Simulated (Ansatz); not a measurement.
# MoS2: pressure and energy less free atoms against volume scale

Results calculated with Ansatz 0.2.0, not measured. Periodic Kohn-Sham DFT of a crystal at fixed atoms, scaled to volume_scale times the given cell; pressure positive in compression, energy less spherical unpolarised free atoms, largest_vzz the field gradient of largest size among the nuclei.

The cell before it is scaled or strained (space group R3m, No. 160):
```
MoS2
1.0
      1.5815     0.9131     6.1233
     -1.5815     0.9131     6.1233
      0.0000    -1.8262     6.1233
Mo S
1 2
Direct
  0.00000 0.00000 0.00000
  0.74840 0.74840 0.74840
  0.58490 0.58490 0.58490
```

Settings of every row: method all-electron LAPW; functional PBE; relativity scalar; k mesh 13x13x13; filling fermi-dirac; smearing width 0.05 eV; basis error target 0.5 meV/atom; nucleus gaussian.

Atom start moment: 0 on all atoms.

Limits: a layered crystal: even scaling strains the bonds within the layers, so this curve is stiffer than the crystal under pressure.

```csv
row,volume scale,V (Å³/atom),pressure (GPa),energy less free atoms (eV/atom)
1,0.94,16.624,21.717,-7.1153
2,0.96,16.978,17.142,-7.1581
3,0.98,17.331,?,?
4,0.99,17.508,11.103,-7.2046
5,1,17.685,9.287,-7.2158
6,1.01,17.862,7.562,-7.2251
7,1.02,18.039,5.923,-7.2326
8,1.04,18.392,2.885,-7.2422
9,1.06,18.746,0.142,-7.2455
```

Question: what pressure and energy less free atoms should row 3 give?

Worked fit of pressure. Take u = (V_r/V)^(2/3) − 1 with V_r = 17.773 Å³ an atom, which is twice the finite (Eulerian) strain; such expansions in the strain, on which the Birch-Murnaghan equation of state is built, carry the rest volume and the bulk modulus. The shown rows have u = 0.04556, 0.03098, 0.01007, 0.00331, -0.00332, -0.00985, -0.02257, -0.03491. Least squares give pressure = 8.4179 + 260.131 × u + 676.73 × u² + 460 × u³ GPa; a parabola predicts inner rows, each left out in turn, worse (root mean square 0.0076 against 0.0034 GPa). The rows lie off it by -0.001, 0.002, -0.004, 0.001, 0.000, 0.002, -0.001, 0.000. The withheld row has u = 0.01693, so the fit gives 8.4179 + 260.131 × (0.01693) + 676.73 × (0.01693)² + 460 × (0.01693)³ = 13.018 GPa.

The calculation gave 13.014 GPa. The fit lies 0.004 GPa (0.019 % of the column's range) above it; its largest miss of a shown row is 0.004 GPa.

Worked fit of energy less free atoms. Take u = (V_r/V)^(2/3) − 1 with V_r = 17.773 Å³ an atom, which is twice the finite (Eulerian) strain; such expansions in the strain, on which the Birch-Murnaghan equation of state is built, carry the rest volume and the bulk modulus. The shown rows have u = 0.04556, 0.03098, 0.01007, 0.00331, -0.00332, -0.00985, -0.02257, -0.03491. Least squares give energy less free atoms = −7.2207 + 1.4048 × u + 19.925 × u² eV/atom; a straight line predicts inner rows, each left out in turn, worse (root mean square 0.011 against 6.1e-05 eV/atom). The rows lie off it by 0.0000, 0.0000, -0.0001, 0.0000, 0.0000, 0.0000, 0.0001, 0.0000. The withheld row has u = 0.01693, so the fit gives −7.2207 + 1.4048 × (0.01693) + 19.925 × (0.01693)² = -7.1912 eV/atom.

The calculation gave -7.1913 eV/atom. The fit lies 0.0001 eV/atom (0.077 % of the column's range) above it, one unit of the last digit.
